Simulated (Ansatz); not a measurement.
# SiO2 (P6_322) in Ansatz: settings compared

The runs below take SiO2 through relaxation of cell and atoms, with PBEsol, PBEsol+D3(BJ), PBEsol+D3(BJ)-ATM, PBEsol+D4.

Program: Ansatz 0.2.0. These are calculated values, not measurements. Logs are shortened: lines on timing, memory, paths and dates and some standing lists are left out, and cuts for length are marked.

## 1. The structure

Symmetry: P6_322, No. 182, hexagonal system. The conventional cell has a = 5.069 Å, b = 5.069 Å, c = 8.558 Å, α = 90.00°, β = 90.00°, γ = 120.00°. Around Si (site symmetry 3) lie 4 O at 1.60 to 1.61 Å. O (site symmetry 2) is surrounded by 2 Si at 1.61 Å. Around O (site symmetry 32) lie 2 Si at 1.60 Å.

The cell comes from a database or a generator and needn't be the stable form of this composition.

## 2. Relaxation of cell and atoms, PBEsol

File input.yaml:

```yaml
crystal:
  lattice:
    - [5.0690738885, 0.0, 0.0]
    - [-2.5345369442, 4.3899467611, 0.0]
    - [0.0, 0.0, 8.55848854]
  atoms:
    - { symbol: Si, position: [0.3333333333, 0.6666666667, 0.4371258] }
    - { symbol: Si, position: [0.3333333333, 0.6666666667, 0.0628742] }
    - { symbol: Si, position: [0.6666666667, 0.3333333333, 0.5628742] }
    - { symbol: Si, position: [0.6666666667, 0.3333333333, 0.9371258] }
    - { symbol: O, position: [0.421258745, 0.0, 0.0] }
    - { symbol: O, position: [0.3333333333, 0.6666666667, 0.25] }
    - { symbol: O, position: [0.6666666667, 0.3333333333, 0.75] }
    - { symbol: O, position: [0.0, 0.578741255, 0.5] }
    - { symbol: O, position: [0.578741255, 0.578741255, 0.0] }
    - { symbol: O, position: [0.578741255, 0.0, 0.5] }
    - { symbol: O, position: [0.421258745, 0.421258745, 0.5] }
    - { symbol: O, position: [0.0, 0.421258745, 0.0] }
hamiltonian:
  xc: pbesol
  pseudopotentials: { kind: paw }
kpoints:
  mp_grid: { grid: [6, 6, 3] }
scf:
  occupations: { method: fermi_dirac, width: 0.05 }
output:
  forces: true
  stress: true
  eigenvalues: true
  write_density: true
  write_potential: true
  elf: true
  volumetric_format: npy
relax:
  f_tol: 0.01
  max_steps: 40
  cell: { stress_tol: 0.05 }
```

Potentials or basis: Ansatz PAW.

Run with:

```console
> ansatz run input.yaml --threads 4 --pin off --max-ram 11264MiB --backend cpu --events-out ev --progress --plain --runs-dir out
```

Output:

```text
Warning: RAYON_NUM_THREADS=4 ignored (pool sized by the plan → 4); use --threads N
Engine: ansatz 0.2.0, aarch64-unknown-linux-gnu
Pseudopotentials: kind: paw
Pseudopotential: Si, paw, valence charge 4, recommended cutoff 420 eV (normal), Si.paw.azcp
Pseudopotential: O, paw, valence charge 6, recommended cutoff 420 eV (normal), O.paw.azcp
Functional definition: PBEsol
  exchange = pbesol_x
  correlation = pbesol_c
Crystal: 12 atoms, lattice volume = 190.452 Å³
Basis set: ecut = 420 eV, 3755 PW (Γ), exchange–correlation on 72×72×120 points (8 copies of the dense FFT grid, shifted against one another)
Bands: 44, of which v1, the nominal top of the filled ones, is band 32 counted from 1 (31 counted from 0)
Symmetry: 12 space group operations
Space group: P6322 (ITA 182), of the structure as read, at distance tolerance 5.8e-5 Å
k-points: 14 of 108 (time reversal used)
Non-local potential: Si, projectors of the file, l = 0: 2, l = 1: 2, l = 2: 2
Non-local potential: O, projectors of the file, l = 0: 2, l = 1: 2, l = 2: 1
PAW form: soft (Blöchl's): semilocal exchange-correlation on the pseudo side does not see the compensation charge
PAW frozen core: Si, regenerated for the run's functional, and the local potential with it (the file was generated under x = pbe(κ = 0.804, μ = 0.2195149727645171), c = pbe(β = 0.06672455060314922))
PAW frozen core: O, regenerated for the run's functional, and the local potential with it (the file was generated under x = pbe(κ = 0.804, μ = 0.2195149727645171), c = pbe(β = 0.06672455060314922))
PAW one-centre angular grid: Si, 110 points (default); XC on 64 Gauss nodes
PAW one-centre angular grid: O, 110 points (default); XC on 64 Gauss nodes
Initial density: superposition of atomic densities (neutral atoms: chi_scale 0, normalization atom), corrected by the library's trained network
Initial wavefunctions: pseudopotential atomic-orbital guess
Functional: x = pbesol(κ = 0.804, μ = 0.12345679012345678), c = pbesol(β = 0.046)
SCF iter   1: F=—  HF=-6986.447542 eV  |F-HF|=—  |Δ(HF+E_count)|=         —  Δρ=1.06e-2  dr2=1.58e-1  ethr=1.77e-3  ⟨swp⟩=7.1  Hψ=3271  notcnv=0  defer=24
preconditioner: auto → Resta (q_TF=auto, 2.275 Å⁻¹)  ε∞=2.7  [insulator: Δε(μ)=5.483 eV  Ē_g=16.441 eV  σ=0.050 eV  W_gap=1.00  n_scr=36 (ndim 8)  ℏωp=21.5 eV  f_vac=0.290  D(μ)=0.00/eV (n_scr^D=0)  ε∞_Penn≈2.7]
SCF iter   2: F=—  HF=-6986.404074 eV  |F-HF|=—  |Δ(HF+E_count)|=   4.35e-2  Δρ=1.47e-3  dr2=1.32e-3  ethr=2.47e-4  ⟨swp⟩=2.8  Hψ=1210  notcnv=0  defer=59
SCF iter   3: F=—  HF=-6986.404507 eV  |F-HF|=—  |Δ(HF+E_count)|=   4.33e-4  Δρ=5.57e-4  dr2=2.55e-4  ethr=2.06e-6  ⟨swp⟩=2.0  Hψ=910  notcnv=0  defer=59
SCF iter   4: F=—  HF=-6986.404818 eV  |F-HF|=—  |Δ(HF+E_count)|=   3.11e-4  Δρ=6.52e-5  dr2=8.51e-6  ethr=3.98e-7  ⟨swp⟩=3.0  Hψ=1044  notcnv=0  defer=59
SCF iter   5: F=—  HF=-6986.404382 eV  |F-HF|=—  |Δ(HF+E_count)|=   4.36e-4  Δρ=1.86e-5  dr2=5.76e-7  ethr=1.33e-8  ⟨swp⟩=2.0  Hψ=891  notcnv=0  defer=59
SCF iter   6: F=—  HF=-6986.404383 eV  |F-HF|=—  |Δ(HF+E_count)|=   7.44e-7  Δρ=1.26e-5  dr2=2.40e-7  ethr=1.56e-10  ⟨swp⟩=17.6  Hψ=5242  notcnv=0
SCF iter   7: F=-6986.404383 eV  HF=-6986.404383 eV  |F-HF|=1.52e-8  |Δ(HF+E_count)|=   6.19e-8  Δρ=3.01e-6  dr2=1.86e-8  ethr=1.56e-10  ⟨swp⟩=9.9  Hψ=4277  notcnv=0
SCF 1 converged in 7 iterations: F = -6986.404383 eV  dr2 = 1.86e-8
relax step   1: F+E_penalty+E_count = -6986.40438317 eV  Δ(F+E_penalty+E_count) = +0.000e0 eV  max|allowed force component| = 1.445e-1 eV/Å  Δτ_max = 0.0000 Å  P = +2.028 GPa  Ω = 190.452 Å³  (7 SCF iters, dr2 threshold 1.00e-7 eV, accepted)
[... 9 lines left out ...]
[... 48 lines left out ...]
relax step   6: F+E_penalty+E_count = -6986.42271772 eV  Δ(F+E_penalty+E_count) = -9.420e-4 eV  max|allowed force component| = 3.431e-3 eV/Å  Δτ_max = 0.0000 Å  P = +0.006 GPa  Ω = 190.768 Å³  stress off target by 3.26e-2 GPa  SCF on the basis re-selected at this cell (its energy is not comparable with the rows above)  (6 SCF iters)
[... 1 line left out ...]
SCF converged after 6 iterations
Free energy (F): -6986.422718 eV
Harris-Foulkes:  -6986.422718 eV  (|F-HF|=3.46e-11)
Internal energy: -6986.422718 eV  (E = F + TS)
E sigma→0 (E₀):  -6986.422718 eV
Fermi energy:    3.372180 eV
--- Per-component energies (eV) ---
  E_band       = -410.247892
  E_kinetic    = 1604.081436
  E_local      = -4932.144795  (includes V_loc(G=0)·N_el)
  E_nonlocal   = 483.921724
  E_hartree    = 1840.420505
  E_xc         = -805.302810
  E_vxc        = -940.105301  (∫ρ·V_xc dr)
  E_paw        = -3224.276187  (= ΣΔE_a)
  E_vpaw       = -306.862750  (= ΣTr[D̂ρ^β])
  E_aug_tail   = 0.020837  (compensation charges beyond the density's cutoff)
  E_ewald      = -1953.551975
  E_core_change = 0.408546  (= ΣΔE_core)
  E_smearing   = -0.000000  (= −TS)
  E_closure    = -0.000000  (closes the sum)
  Σ components = -6986.422718   (vs F -6986.422718, Δ=0.00e0)
--- Forces (eV/Å), atoms counted from 1 ---
  atom   1  Si    -0.00000000    -0.00000000    -0.00343114
  atom   2  Si    -0.00000000    -0.00000000     0.00343114
  atom   3  Si     0.00000000     0.00000000     0.00343114
  atom   4  Si     0.00000000     0.00000000    -0.00343114
  atom   5  O     -0.00085047     0.00000000     0.00000000
  atom   6  O      0.00000000    -0.00000000     0.00000000
  atom   7  O      0.00000000     0.00000000    -0.00000000
  atom   8  O     -0.00042523     0.00073653     0.00000000
  atom   9  O      0.00042523     0.00073653     0.00000000
  atom  10  O      0.00085047    -0.00000000    -0.00000000
  atom  11  O     -0.00042523    -0.00073653    -0.00000000
  atom  12  O      0.00042523    -0.00073653     0.00000000
  max |Σ_I F_I| component: 1.97e-17 eV/Å
--- Stress (GPa, compression-positive) ---
       -0.006812      -0.000000      -0.000000
       -0.000000      -0.006812       0.000000
       -0.000000       0.000000       0.032556
  P = ⅓ Tr σ = 0.0063 GPa (0.063 kbar)
--- Band table (eV; the first three rows and the last of 14) ---
[... 4 lines left out ...]
--- Relaxed structure (5 steps of the walk, 5 accepted, 1 SCFs on fresh bases) ---
  F+E_penalty+E_count = -6986.42271772 eV   max|allowed force component| = 3.431e-3 eV/Å   (the final SCF, on the basis selected at the relaxed cell)
  cell:  # Å, volume = 190.7679 Å³
    - [5.063065105316099, -2.883334589696566e-11, 1.5245497717577728e-30]
    - [-2.531532552633079, 4.384743002232693, -2.3181114474790026e-19]
    - [2.864898519092644e-34, -4.519309991051527e-19, 8.593057403885835]
  atoms:
    - { symbol: Si, position: [0.33333333333333337, 0.6666666666666667, 0.43719330960326014] }
    - { symbol: Si, position: [0.33333333333333337, 0.6666666666666667, 0.06280669039674] }
    - { symbol: Si, position: [0.6666666666666667, 0.33333333333333337, 0.5628066903967401] }
    - { symbol: Si, position: [0.6666666666666667, 0.33333333333333337, 0.93719330960326] }
    - { symbol: O, position: [0.41410443035438843, -2.6967424706023285e-19, -4.46578700942231e-31] }
    - { symbol: O, position: [0.33333333333333337, 0.6666666666666667, 0.25] }
    - { symbol: O, position: [0.6666666666666667, 0.33333333333333337, 0.7500000000000002] }
    - { symbol: O, position: [-5.548538398567057e-17, 0.5858955696456117, 0.5] }
    - { symbol: O, position: [0.5858955696456116, 0.5858955696456116, -6.790303653091391e-20] }
    - { symbol: O, position: [0.5858955696456116, 2.4758483494448666e-20, 0.5] }
    - { symbol: O, position: [0.41410443035438826, 0.41410443035438826, 0.5] }
    - { symbol: O, position: [2.9236507719311218e-39, 0.4141044303543883, 6.790303653136038e-20] }
```

Run time: 20 s. Hardware: 4 threads of Arm Neoverse V2, shared host; peak memory 0.52 GiB.

Results:

```
Free energy                            : -6986.4227 eV
Relaxed volume                         : 15.90 Å³/atom
Relaxed cell                           : a = 5.063 Å, b = 5.063 Å, c = 8.593 Å, α = 90.00°, β = 90.00°, γ = 120.00°
Space group after relaxing (to 0.05 Å) : P6_322 (No. 182)
Energy gained by relaxing              : 1.5 meV/atom
Ionic steps                            : 6
Pressure after relaxing                : 0.0 GPa
Largest force after relaxing           : 0.003 eV/Å
Band gap on the k mesh                 : 5.57 eV, indirect (least direct gap 5.59 eV)
```

Forces in eV/Å, atoms in the order of the input:
```
Si   0.000  0.000 -0.003
Si   0.000  0.000  0.003
Si   0.000  0.000  0.003
Si   0.000  0.000 -0.003
O   -0.001  0.000  0.000
O    0.000  0.000  0.000
O    0.000  0.000  0.000
O    0.000  0.001  0.000
O    0.000  0.001  0.000
O    0.001  0.000  0.000
O    0.000 -0.001  0.000
O    0.000 -0.001  0.000
```

Step by step:
```
step  energy change (eV)  largest force (eV/Å)  volume (Å³)
   1              0.0000                0.1445       190.45
   2             -0.0073                0.0894       191.56
   3             -0.0080                0.0292       192.69
   4             -0.0101                0.0252       192.34
   5             -0.0174                0.0037       190.77
   6             -0.0183                0.0034       190.77
```

Final structure:
```xyz
12
Lattice="5.0631 0.0000 0.0000 -2.5315 4.3847 0.0000 0.0000 0.0000 8.5931" Properties=species:S:1:pos:R:3 pbc="T T T"
Si    0.0000    2.9232    3.7568
Si    0.0000    2.9232    0.5397
Si    2.5315    1.4616    4.8362
Si    2.5315    1.4616    8.0534
O     2.0966    0.0000    0.0000
O     0.0000    2.9232    2.1483
O     2.5315    1.4616    6.4448
O    -1.4832    2.5690    4.2965
O     1.4832    2.5690    0.0000
O     2.9664    0.0000    4.2965
O     1.0483    1.8157    4.2965
O    -1.0483    1.8157    0.0000
```

Levels at points of the mesh, in eV from the valence-band top:
| k point | band 30 | band 31 | band 32 | band 33 | band 34 | band 35 |
| --- | --- | --- | --- | --- | --- | --- |
| (0.00, 0.00, 0.00) | -0.74 | -0.02 | -0.02 | 5.57 | 7.68 | 8.41 |
| (0.00, -0.50, 0.00) | -0.72 | -0.60 | 0.00 | 7.75 | 8.38 | 8.92 |

Caveat: odd divisions of the mesh miss points on the zone boundary, where band edges often lie, so the gap on the mesh can be too wide; the plane-wave basis is chosen anew once the cell has moved, so the energies of steps on either side of that aren't comparable; the pressure holds a Pulay correction of +0.5 GPa for the finite cutoff; the PAW data sets come from PBE, with cores solved anew for the run's functional, which leaves a small shift of forces and pressure.

## 3. Relaxation of cell and atoms, PBEsol+D3(BJ)

Changes to input.yaml since step 2:

```diff
@@ -21,2 +21,3 @@
   pseudopotentials: { kind: paw }
+  dispersion: d3bj
 kpoints:
@@ -29,6 +30,2 @@
   eigenvalues: true
-  write_density: true
-  write_potential: true
-  elf: true
-  volumetric_format: npy
 relax:
```

Potentials or basis: Ansatz PAW.

Run with:

```console
> ansatz run input.yaml --threads 4 --pin off --max-ram 11264MiB --backend cpu --events-out ev --progress --plain --runs-dir out
```

Wall time 30 s (4 threads of Arm Neoverse V2, shared host); peak memory 0.54 GiB.

The run converged. Its results:

| Item | Value |
| --- | --- |
| Free energy | -6987.4857 eV |
| Relaxed volume | 15.39 Å³/atom |
| Relaxed cell | a = 4.985 Å, b = 4.985 Å, c = 8.586 Å, α = 90.00°, β = 90.00°, γ = 120.00° |
| Space group after relaxing (to 0.05 Å) | P6_322 (No. 182) |
| Energy gained by relaxing | 3.0 meV/atom |
| Ionic steps | 10 |
| Pressure after relaxing | 0.0 GPa |
| Band gap on the k mesh | 5.59 eV, indirect (least direct gap 5.65 eV) |

The path:
| step | energy change (eV) | largest force (eV/Å) | volume (Å³) |
| --- | --- | --- | --- |
| 1 | 0.0000 | 0.1457 | 190.45 |
| 2 | -0.0033 | 0.1173 | 190.83 |
| 3 | -0.0098 | 0.0502 | 191.17 |
| 4 | -0.0185 | 0.0459 | 190.29 |
| 5 | -0.0364 | 0.0285 | 188.10 |
| 6 | -0.0502 | 0.0252 | 185.22 |
| 7 | -0.0497 | 0.0015 | 185.48 |
| 8 | -0.0361 | 0.0010 | 185.48 |
| 9 | -0.0390 | 0.0008 | 184.74 |
| 10 | -0.0365 | 0.0008 | 184.74 |

Final structure:
```xyz
12
Lattice="4.9845 0.0000 0.0000 -2.4923 4.3167 0.0000 0.0000 0.0000 8.5856" Properties=species:S:1:pos:R:3 pbc="T T T"
Si    0.0000    2.8778    3.7517
Si    0.0000    2.8778    0.5411
Si    2.4923    1.4389    4.8339
Si    2.4923    1.4389    8.0445
O     1.9899    0.0000    0.0000
O     0.0000    2.8778    2.1464
O     2.4923    1.4389    6.4392
O    -1.4973    2.5934    4.2928
O     1.4973    2.5934    0.0000
O     2.9946    0.0000    4.2928
O     0.9949    1.7233    4.2928
O    -0.9949    1.7233    0.0000
```

Levels at points of the mesh, in eV from the valence-band top:
```csv
k point,band 28,band 29,band 30,band 31,band 32,band 33,band 34,band 35,band 36,band 37
"(0.00, 0.00, 0.00)",-1.02,-0.76,-0.76,-0.06,-0.06,5.59,7.74,8.44,8.95,9.44
"(0.00, -0.50, 0.00)",-1.21,-0.91,-0.72,-0.62,-0.04,7.82,8.51,8.92,9.15,9.19
```

Caveat: odd divisions of the mesh miss points on the zone boundary, where band edges often lie, so the gap on the mesh can be too wide; the plane-wave basis is chosen anew once the cell has moved, so the energies of steps on either side of that aren't comparable; the pressure holds a Pulay correction of +0.5 GPa for the finite cutoff; the PAW data sets come from PBE, with cores solved anew for the run's functional, which leaves a small shift of forces and pressure.

## 4. Relaxation of cell and atoms, PBEsol+D3(BJ)-ATM

Changes to input.yaml since step 3:

```diff
@@ -21,3 +21,3 @@
   pseudopotentials: { kind: paw }
-  dispersion: d3bj
+  dispersion: d3bjatm
 kpoints:
```

Run with:

```console
> ansatz run input.yaml --threads 4 --pin off --max-ram 11264MiB --backend cpu --events-out ev --progress --plain --runs-dir out
```

It took 32 s on 4 threads of Arm Neoverse V2, shared host; peak memory 0.53 GiB.

It converged, with:

- Free energy: -6987.4283 eV
- Relaxed volume: 15.44 Å³/atom
- Relaxed cell: a = 4.992 Å, b = 4.992 Å, c = 8.587 Å, α = 90.00°, β = 90.00°, γ = 120.00°
- Space group after relaxing (to 0.05 Å): P6_322 (No. 182)
- Energy gained by relaxing: 2.8 meV/atom
- Ionic steps: 10
- Pressure after relaxing: 0.0 GPa
- Band gap on the k mesh: 5.59 eV, indirect (least direct gap 5.64 eV)

The path:
| step | energy change (eV) | largest force (eV/Å) | volume (Å³) |
| --- | --- | --- | --- |
| 1 | 0.0000 | 0.1458 | 190.45 |
| 2 | -0.0034 | 0.1148 | 190.90 |
| 3 | -0.0083 | 0.0523 | 191.36 |
| 4 | -0.0155 | 0.0479 | 190.61 |
| 5 | -0.0362 | 0.0227 | 187.93 |
| 6 | -0.0457 | 0.0175 | 185.80 |
| 7 | -0.0452 | 0.0008 | 186.00 |
| 8 | -0.0331 | 0.0013 | 186.00 |
| 9 | -0.0358 | 0.0008 | 185.31 |
| 10 | -0.0333 | 0.0007 | 185.31 |

Final structure:
```
Si O
1.0
     4.99198    0.00000    0.00000
    -2.49599    4.32318    0.00000
     0.00000    0.00000    8.58662
Si O
4 8
Direct
  0.33333 0.66667 0.43699
  0.33333 0.66667 0.06301
  0.66667 0.33333 0.56301
  0.66667 0.33333 0.93699
  0.40055 0.00000 0.00000
  0.33333 0.66667 0.25000
  0.66667 0.33333 0.75000
  0.00000 0.59945 0.50000
  0.59945 0.59945 0.00000
  0.59945 0.00000 0.50000
  0.40055 0.40055 0.50000
  0.00000 0.40055 0.00000
```

Levels at points of the mesh, in eV from the valence-band top:
```
            k point  band 29  band 30  band 31  band 32  band 33  band 34  band 35  band 36
 (0.00, 0.00, 0.00)    -0.76    -0.76    -0.05    -0.05     5.59     7.73     8.44     8.93
(0.00, -0.50, 0.00)    -0.91    -0.72    -0.62    -0.04     7.82     8.50     8.92     9.16
```

Caveat: odd divisions of the mesh miss points on the zone boundary, where band edges often lie, so the gap on the mesh can be too wide; the plane-wave basis is chosen anew once the cell has moved, so the energies of steps on either side of that aren't comparable; the pressure holds a Pulay correction of +0.5 GPa for the finite cutoff; the PAW data sets come from PBE, with cores solved anew for the run's functional, which leaves a small shift of forces and pressure. PBEsol gaps usually lie below the measured ones, often by a third to a half.

## 5. Relaxation of cell and atoms, PBEsol+D4

Changes to input.yaml since step 4:

```diff
@@ -21,3 +21,3 @@
   pseudopotentials: { kind: paw }
-  dispersion: d3bjatm
+  dispersion: d4
 kpoints:
```

Run with:

```console
> ansatz run input.yaml --threads 4 --pin off --max-ram 11264MiB --backend cpu --events-out ev --progress --plain --runs-dir out
```

Run time: 29 s. Hardware: 4 threads of Arm Neoverse V2, shared host; peak memory 0.53 GiB.

The run converged. Its results:

- Free energy: -6987.3858 eV
- Relaxed volume: 15.68 Å³/atom
- Relaxed cell: a = 5.029 Å, b = 5.029 Å, c = 8.589 Å, α = 90.00°, β = 90.00°, γ = 120.00°
- Space group after relaxing (to 0.05 Å): P6_322 (No. 182)
- Energy gained by relaxing: 1.7 meV/atom
- Ionic steps: 9
- Pressure after relaxing: 0.0 GPa
- Band gap on the k mesh: 5.58 eV, indirect (least direct gap 5.62 eV)

The path:
| step | energy change (eV) | largest force (eV/Å) | volume (Å³) |
| --- | --- | --- | --- |
| 1 | 0.0000 | 0.1449 | 190.45 |
| 2 | -0.0048 | 0.0995 | 191.27 |
| 3 | -0.0059 | 0.0402 | 192.18 |
| 4 | -0.0068 | 0.0328 | 192.12 |
| 5 | -0.0170 | 0.0218 | 190.54 |
| 6 | -0.0249 | 0.0065 | 188.83 |
| 7 | -0.0205 | 0.0061 | 188.83 |
| 8 | -0.0231 | 0.0017 | 188.15 |
| 9 | -0.0207 | 0.0018 | 188.15 |

Final structure:
```
Si O
1.0
     5.02936    0.00000    0.00000
    -2.51468    4.35555    0.00000
     0.00000    0.00000    8.58922
Si O
4 8
Direct
  0.33333 0.66667 0.43703
  0.33333 0.66667 0.06297
  0.66667 0.33333 0.56297
  0.66667 0.33333 0.93703
  0.40758 0.00000 0.00000
  0.33333 0.66667 0.25000
  0.66667 0.33333 0.75000
  0.00000 0.59242 0.50000
  0.59242 0.59242 0.00000
  0.59242 0.00000 0.50000
  0.40758 0.40758 0.50000
  0.00000 0.40758 0.00000
```

Levels at points of the mesh, in eV from the valence-band top:
```csv
k point,band 29,band 30,band 31,band 32,band 33,band 34,band 35,band 36
"(0.00, 0.00, 0.00)",-0.77,-0.77,-0.04,-0.04,5.58,7.71,8.42,8.86
"(0.00, -0.50, 0.00)",-0.90,-0.72,-0.61,-0.02,7.79,8.43,8.92,9.18
```

Caveat: odd divisions of the mesh miss points on the zone boundary, where band edges often lie, so the gap on the mesh can be too wide; the plane-wave basis is chosen anew once the cell has moved, so the energies of steps on either side of that aren't comparable; the pressure holds a Pulay correction of +0.5 GPa for the finite cutoff; the PAW data sets come from PBE, with cores solved anew for the run's functional, which leaves a small shift of forces and pressure.

## 6. Overview

| level | gap on the mesh (eV) | pressure (GPa) | relaxed volume (Å³/atom) |
| --- | --- | --- | --- |
| PBEsol | 5.57 | 0.0 | 15.90 |
| PBEsol+D3(BJ) | 5.59 | 0.0 | 15.39 |
| PBEsol+D3(BJ)-ATM | 5.59 | 0.0 | 15.44 |
| PBEsol+D4 | 5.58 | 0.0 | 15.68 |

Alike in all rows: task relaxation of cell and atoms; potentials or basis Ansatz PAW; no spin polarisation; cell relaxed; k mesh 6 × 6 × 3; cutoff (eV) 420; smearing fermi-dirac 0.05 eV.

Caveats: odd divisions of the mesh miss points on the zone boundary, where band edges often lie, so the gap on the mesh can be too wide; the plane-wave basis is chosen anew once the cell has moved, so the energies of steps on either side of that aren't comparable; the PAW data sets come from PBE, with cores solved anew for the run's functional, which leaves a small shift of forces and pressure.

Total energies depend on the potentials used, so only differences within one code and one set of settings carry meaning.
